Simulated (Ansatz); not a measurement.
This script makes an equation of state with a fit of CdTe, space group F-43m with Ansatz 0.2.0 through its Python package.

Script `eos_cdte.py`:
```python
'''Equation of state of CdTe.'''

import ansatz as az
from ase.eos import EquationOfState
from ase.units import GPa
import numpy as np

VECTORS = np.array([
    [0.0, 3.205, 3.205],
    [3.205, 0.0, 3.205],
    [3.205, 3.205, 0.0],
])
SITES = [
    ('Cd', (0.0, 0.0, 0.0)),
    ('Te', (0.25, 0.25, 0.25)),
]


def on_lattice(cell):
    crystal = az.Crystal(lattice=az.Lattice.of(cell))
    for symbol, position in SITES:
        crystal = crystal.atom(symbol, position)
    return crystal

# uniform scaling of the cell
volumes, energies, pressures = [], [], []
for scale in np.linspace(0.95, 1.07, 5):
    cell = VECTORS * scale ** (1 / 3)
    calc = (
        on_lattice(cell).calculation()
        .functional('PBEsol')
        .occupations('Fixed')
        .basis(500)  # plane waves up to this kinetic energy
        .kpoints(6, 6, 6)
        .stress()  # GPa
    )
    r = calc.run().report
    volumes.append(abs(np.linalg.det(cell)) / len(SITES))
    energies.append(r['free_energy_ev'] / len(SITES))
    pressures.append(np.trace(r['stress_gpa']) / 3)
    print(f'V = {volumes[-1]:8.4f} A^3/atom  F = {energies[-1]:.5f} eV/atom  P = {pressures[-1]:8.3f} GPa')

eos = EquationOfState(volumes, energies, eos='vinet')
v0, e0, bulk = eos.fit()
print(f'V0 = {v0:.4f} A^3/atom, E0 = {e0:.5f} eV/atom, B = {bulk / GPa:.1f} GPa')
```

From its runs, with one value withheld:

| V (Å³/atom) | F less the lowest row shown (meV/atom) |
| --- | --- |
| 31.276 | ? |
| 32.263 | 15.33 |
| 33.251 | 3.35 |
| 34.239 | 0.00 |
| 35.226 | 3.96 |

What is the missing energy at 31.276 Å³ an atom?

A third-order Birch-Murnaghan fit, E = E0 + (9 V0 B0 / 16) [(t - 1)³ B' + (t - 1)² (6 - 4t)] with t = (V0/V)^(2/3), through the 4 rows shown gives V0 = 34.170 Å³, B0 = 41.4 GPa, B' = 4.80 and E0 = -0.02 meV. At V = 31.276 Å³, t = 1.06078, and the fit extrapolates to 37.54 meV. The run gave 37.53 meV, a miss of 0.01 meV.

What to keep in mind:
- For a gap this small the mesh is coarse, and bands can meet between its points.
- Of the deposited cell: the entry's cell lengths or inner coordinates differ somewhat from later room-temperature determinations.
- Pressure is positive in compression.
- The starting cell is as deposited in a crystallographic database; the results hold for this polymorph, which needn't be the stable one.
- Run time: 14 s on 1 thread of Intel(R) Xeon(R) Processor @ 2.30GHz, on a shared host, peak memory 0.54 GiB.
